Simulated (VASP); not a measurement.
The system is Be.

```xyz
2
Lattice="2.2853 0.0000 0.0000 -1.1426 1.9791 0.0000 0.0000 0.0000 3.5842" Properties=species:S:1:pos:R:3 pbc="T T T"
Be    1.1427    0.6597    2.6882
Be    0.0000    1.3194    0.8961
```

| Item | Value |
| --- | --- |
| Program | VASP 6.6.1 |
| Task | single point |
| Functional | LDA |
| Potentials or basis | VASP PAW LDA potentials, release 64 (Be) |
| Cutoff | 900 eV |
| k mesh | 14 × 14 × 8 |
| Occupations | methfessel-paxton, width 0.05 eV |
| Spin | no spin polarisation |

On this cell: pressure -7.9 GPa; largest force under 0.003 eV/Å; band gap on the k mesh none (metal or under the smearing width).

The same run follows on a disturbed copy (grid = ENCUT=900 k=14x14x8 ISMEAR=1 SIGMA=0.05 PREC=Accurate EDIFF=1e-08 LREAL=False ADDGRID=False LASPH=True; atoms moved at random, drawn with an rms of 0.1 Å):

```xyz
2
Lattice="2.2853 0.0000 0.0000 -1.1426 1.9791 0.0000 0.0000 0.0000 3.5842" Properties=species:S:1:pos:R:3 pbc="T T T"
Be    1.1395    0.6214    2.6477
Be   -0.0867    1.3498    0.9779
```

Q: What does the disturbed cell give?

A: The energy (extrapolated to zero smearing) moves by +35.8 meV/atom; pressure -6.5 GPa; largest force 0.952 eV/Å; band gap on the k mesh none (metal or under the smearing width).

Forces in eV/Å, atoms in the order of the input:
```
Be  -0.247  0.229  0.890
Be   0.247 -0.229 -0.890
```

Stress tensor (GPa, compression positive):
```
-9.69  2.56 -1.11
 2.56 -5.26  1.06
-1.11  1.06 -4.47
```
